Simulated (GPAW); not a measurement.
InP:

```
CELL_PARAMETERS angstrom
0.00000 2.93050 2.93050
2.93050 0.00000 2.93050
2.93050 2.93050 0.00000
ATOMIC_POSITIONS crystal
In 0.00000 0.00000 0.00000
P 0.75000 0.75000 0.75000
```

Program: GPAW 26.7.0. Alike in all runs: task band structure; cell as given; cutoff (eV) 600; smearing fermi-dirac 0.05 eV.

Problem. Order these runs on this cell by their band gap on the k mesh, lowest first.
A. level PBE; potentials or basis PAW data sets generated in the run's folder for this functional, pw; spin off; k mesh 6 × 6 × 6; band points 80
B. level LDA; potentials or basis the program's PAW data sets (release 1.2.1) made for this functional, pw; spin off; k mesh 8 × 8 × 8; band points 60
C. level GLLB-SC; potentials or basis the program's PAW data sets (release 1.2.1) made for this functional, pw; spin off; k mesh 6 × 6 × 6; band points 80
D. level mBEEF; potentials or basis GPAW PAW data sets (gpaw-data 1.2.1), pw; spin SOC, no magnetisation; k mesh 6 × 6 × 6; band points 60; spin axis theta (degrees) 90; spin axis phi (degrees) 0
E. level SCAN; potentials or basis GPAW PAW data sets (gpaw-data 1.2.1), pw; spin SOC, no magnetisation; k mesh 6 × 6 × 6; band points 60; spin axis theta (degrees) 90; spin axis phi (degrees) 0

Solution. B (0.48 eV), A (0.71 eV), E (1.02 eV), D (1.28 eV), C (1.54 eV).

Caveats: spin-orbit coupling is left out, which moves the levels of the heavy elements (some runs); spin-orbit coupling was added after a scalar SCF, so levels and gaps hold it while energy, forces, pressure and moments don't (some runs); this program's spin-orbit splittings come out too wide for heavy elements (some runs); the GLLB-SC gap is the Kohn-Sham gap of the path plus the derivative discontinuity (some runs); a model potential gives levels but no total energy (some runs).

A k mesh can miss the band edges.

Not every run made on this cell is shown here.
